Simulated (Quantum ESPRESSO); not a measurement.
ZrSe2:

```
Zr Se
1.0
     3.79800    0.00000    0.00000
    -1.89900    3.28916    0.00000
     0.00000    0.00000    6.19200
Zr Se
1 2
Direct
  0.00000 0.00000 0.00000
  0.66667 0.33333 0.75000
  0.33333 0.66667 0.25000
```

Base run:

```yaml
Program: Quantum ESPRESSO 7.5
Functional: PBEsol
Potentials_or_basis: SSSP 1.3 efficiency PBE
Cutoff: 748 eV
Density_cutoff: 5987 eV
k_mesh: 8 × 8 × 5
Occupations: fermi-dirac, width 0.05 eV
Spin: no spin polarisation
Hubbard_terms: Zr d U = 2 eV
```

Its results: band gap on the k mesh 0.64 eV, indirect (least direct gap 1.31 eV); pressure 0.6 GPa; largest force 0.237 eV/Å.

Task: After a change of settings the same cell gave: band gap on the k mesh 2.18 eV, indirect (least direct gap 2.72 eV); pressure 6.9 GPa; largest force 0.759 eV/Å. Which change was it?
A. hubbard terms from Zr d U = 2 eV to none
B. hubbard terms from Zr d U = 2 eV to Zr d U = 8 eV
C. hubbard terms from Zr d U = 2 eV to Zr d U = 4 eV

Result: B.

Caveats: the potentials were made for another functional, which shifts forces and pressure; an odd mesh through Γ misses points on the zone boundary, where band edges often lie; this functional lacks dispersion, which binds the layers, so the pressure and a relaxed spacing across them are unreliable.

Runs at the PBE level aren't shown here.
